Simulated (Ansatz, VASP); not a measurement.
## Two plane-wave programs on Cu

Contents of INCAR:

```
PREC = Accurate
ENCUT = 520
EDIFF = 1E-6
ISMEAR = -1
SIGMA = 0.05
LREAL = F
LASPH = T
NELM = 100
ALGO = Fast
ISIF = 2
LWAVE = F
LCHARG = F
GGA = PS
NBANDS = 18
```

The input KPOINTS:

```
Automatic mesh
0
Gamma
  10 10 6
```

Contents of POSCAR:

```
Cu
1.0
    2.5340966698     -0.0506819334      0.0000000000
   -1.3109401767      2.2199330584      0.0000000000
    0.0000000000      0.0000000000      4.1125710000
Cu
2
Direct
    0.6666666667      0.3333333333      0.7500000000
    0.3333333333      0.6666666667      0.2500000000
```

The input input.yaml:

```yaml
crystal:
  lattice:
    - [2.5340966698, -0.0506819334, 0.0]
    - [-1.3109401767, 2.2199330584, 0.0]
    - [0.0, 0.0, 4.112571]
  atoms:
    - { symbol: Cu, position: [0.6666666667, 0.3333333333, 0.75] }
    - { symbol: Cu, position: [0.3333333333, 0.6666666667, 0.25] }
hamiltonian:
  xc: pbesol
  pseudopotentials: { kind: paw }
kpoints:
  mp_grid: { grid: [10, 10, 6] }
  band_path:
    path:
      - [[0.0, 0.0, 0.0], [-0.5, 0.5, 0.0], [-0.6661329064, 0.3215055822, 0.0], [-0.5, 0.0, 0.0], [-0.5, 0.0, -0.5], [-0.3338670936, -0.3215055822, -0.5], [0.0, -0.5, -0.5], [0.0, -0.5, 0.0], [-0.3338670936, -0.3215055822, 0.0]]
      - [[-0.6661329064, 0.3215055822, -0.5], [-0.5, 0.5, -0.5], [0.0, 0.0, -0.5]]
      - [[-0.5, 0.5, 0.0], [-0.5, 0.5, -0.5]]
    npoints: 14
scf:
  occupations: { method: fermi_dirac, width: 0.05 }
  n_extra_bands: 6
output:
  forces: true
  stress: true
  eigenvalues: true
  fatbands: true
```

This isn't the form of Cu at room conditions, which is fcc.

Alike in both runs: functional PBEsol; k mesh 10 × 10 × 6; occupations fermi-dirac, width 0.05 eV; no spin polarisation.

|  | VASP | Ansatz |
| --- | --- | --- |
| version | VASP 6.6.1 | Ansatz 0.2.0 |
| potentials or method | VASP PAW PBE potentials, release 64 (Cu) | Ansatz PAW |
| plane-wave cutoff (eV) | 520 | 420 |
| valence electrons in the cell | 22 | 38 |
| task | single point | band structure |

Ansatz gave:

| Quantity | Value |
| --- | --- |
| gap on the k mesh at the Fermi level (eV) | none |
| pressure (GPa) | -1.2 |
| largest component of the traceless stress (GPa) | 1.70 |
| rms of the force components (eV/Å) | 0.036 |

Problem. What did VASP give for the same quantities?

Solution. gap on the k mesh at the Fermi level (eV): none; pressure (GPa): -0.3; largest component of the traceless stress (GPa): 1.67; rms of the force components (eV/Å): 0.037.

Atom by atom the forces differ by 0.001 eV/Å (rms over components). A gap of «none» marks a metal or a gap that the smearing closes. The functional is the same, so the differences come from potentials, cutoffs and numerics. The two sets of potentials don't hold the same shells in valence.

Caveats: the PAW data sets were made with another functional, which shifts forces and pressure a little (VASP); the PAW data sets come from PBE, with cores solved anew for the run's functional, which leaves a small shift of forces and pressure (Ansatz).
